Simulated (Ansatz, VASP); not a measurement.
**Two plane-wave programs on Sb**

```xyz
1
Lattice="-1.9080 1.9080 1.9080 1.9080 -1.9080 1.9080 1.9080 1.9080 -1.9080" Properties=species:S:1:pos:R:3 pbc="T T T"
Sb    0.0000    0.0000    0.0000
```

This isn't the form of Sb at room conditions, which is rhombohedral.

Alike in both runs: task single point; functional HSE06; k mesh 6 × 6 × 6; occupations fermi-dirac, width 0.05 eV; no spin polarisation.

```csv
,VASP,Ansatz
version,VASP 6.6.1,Ansatz 0.2.0
potentials or method,"VASP PAW PBE potentials, release 64 (Sb)",Ansatz PAW
plane-wave cutoff (eV),520,420
valence electrons in the cell,5,15
```

Ansatz gave:

| Quantity | Value |
| --- | --- |
| gap on the k mesh at the Fermi level (eV) | none |
| pressure (GPa) | -1.9 |

**Question.** Estimate VASP's values.

**Answer.** gap on the k mesh at the Fermi level (eV): none; pressure (GPa): -2.8.

A gap of «none» marks a metal or a gap that the smearing closes. The two sets of potentials don't hold the same shells in valence.

Caveats: the k mesh is coarse (spacing up to 0.39 Å⁻¹), so the values aren't converged, least of all with exact exchange; the PAW data sets were made with another functional, which shifts forces and pressure a little (VASP); the PAW data sets come from PBE, with cores solved anew for the run's functional, which leaves a small shift of forces and pressure (Ansatz); the thresholds are loose for stress (Ansatz). Spin-orbit coupling is left out, which matters for the levels of Sb.
